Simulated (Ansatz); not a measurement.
AlNi3:

```
Ni Al
1.0
     3.52305    0.00000    0.00000
     0.00000    3.52305    0.00000
     0.00000    0.00000    3.52305
Ni Al
3 1
Direct
  0.50000 0.50000 0.00000
  0.50000 0.00000 0.50000
  0.00000 0.50000 0.50000
  0.00000 0.00000 0.00000
```

The cell is a database's computed one.

Base run:

```yaml
Program: Ansatz 0.2.0
Functional: PBE
Potentials_or_basis: Ansatz PAW
Cutoff: "420 eV (not typed: the program's choice for these potentials)"
k_mesh: 6 × 6 × 6
Occupations: fermi-dirac, width 0.05 eV
Spin: collinear spin, ferromagnetic start
Starting_moments: "[1.0, 1.0, 1.0, 0.0] μB"
Hubbard_terms: Ni d U = 5 eV
```

Its results: band gap on the k mesh none (metal or under the smearing width); pressure 7.7 GPa; net moment 0.83 μB per cell; site moments Ni +0.34; Al -0.04 μB.

Q: The run is repeated on the same cell with these changes: hubbard terms from Ni d U = 5 eV to Ni d U = 8 eV. What comes out?

A: Band gap on the k mesh none (metal or under the smearing width); pressure 32.1 GPa; net moment 2.68 μB per cell; site moments Ni +0.89; Al -0.00 μB.

Caveats: the magnetic or orbital state may not be the lowest; the U is typed as a test and isn't derived for this compound; the density of states is complete only up to the lowest level of the last band computed; a pressure of tens of GPa on the cell as given is suspect, and the run, the potentials or the cell itself is likely at fault (some runs).
